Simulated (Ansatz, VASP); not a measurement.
## Two plane-wave programs on La

```
CELL_PARAMETERS angstrom
0.00000 3.36763 3.36763
3.36763 0.00000 3.36763
3.36763 3.36763 0.00000
ATOMIC_POSITIONS crystal
La 0.12500 0.12500 0.12500
La 0.87500 0.87500 0.87500
```

Alike in both runs: task single point; functional revPBE; k mesh 9 × 9 × 9; occupations fermi-dirac, width 0.1 eV; no spin polarisation.

|  | VASP | Ansatz |
| --- | --- | --- |
| version | VASP 6.6.1 | Ansatz 0.2.0 |
| potentials or method | VASP PAW PBE potentials, release 64 (La) | plane waves (420 eV) with PAW, scalar-relativistic |
| plane-wave cutoff (eV) | 520 | 420 |
| valence electrons in the cell | 22 | 22 |

Ansatz gave:

| Property | Result |
| --- | --- |
| pressure (GPa) | 0.0 |

Q: What did VASP give for the same quantities?

A: Pressure (GPa): -0.1.

Caveats: the PAW data sets were made with another functional, which shifts forces and pressure a little (VASP). The runs have no spin-orbit coupling, so splittings on La are missing.
